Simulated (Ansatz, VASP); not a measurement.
**Two plane-wave programs on Sb4H (Antimony)**

```
Sb H
1.0
     4.32322    0.00000    0.00000
    -2.16161    3.74402    0.00000
     0.00000    0.00000   24.21370
Sb H
4 1
Cartesian
  0.0000 2.4960 8.5000
  2.1616 1.2480 10.0340
  0.0000 0.0000 12.1557
  0.0000 2.4960 13.6805
  0.0000 2.4960 15.4582
```

Alike in both runs: functional PBE; dispersion D3(BJ); k mesh 9 × 9 × 1; occupations gaussian, width 0.1 eV; no spin polarisation.

Ansatz relaxed the structure, and its values are those at the end. VASP's run is a single point on that final structure, the one shown.

```csv
,VASP,Ansatz
version,VASP 6.6.1,Ansatz 0.2.0
potentials or method,"VASP PAW PBE potentials, release 64 (Sb, H)","scalar-relativistic, plane waves, PAW"
plane-wave cutoff (eV),520,420
valence electrons in the cell,21,61
```

VASP gave:

```
gap on the k mesh at the Fermi level (eV)  : none
rms of the force components (eV/Å)         : 0.066
work function, face that differs most (eV) : 3.60
```

Task: Which values does Ansatz return?

Result: gap on the k mesh at the Fermi level (eV): none; rms of the force components (eV/Å): 0.047; work function, face that differs most (eV): 3.78.

A gap of «none» marks a metal or a gap that the smearing closes. The two sets of potentials don't hold the same shells in valence. Ansatz warned: «xc_potential_rough_in_thin_density».

Spin-orbit coupling is left out, which matters for the levels of Sb.
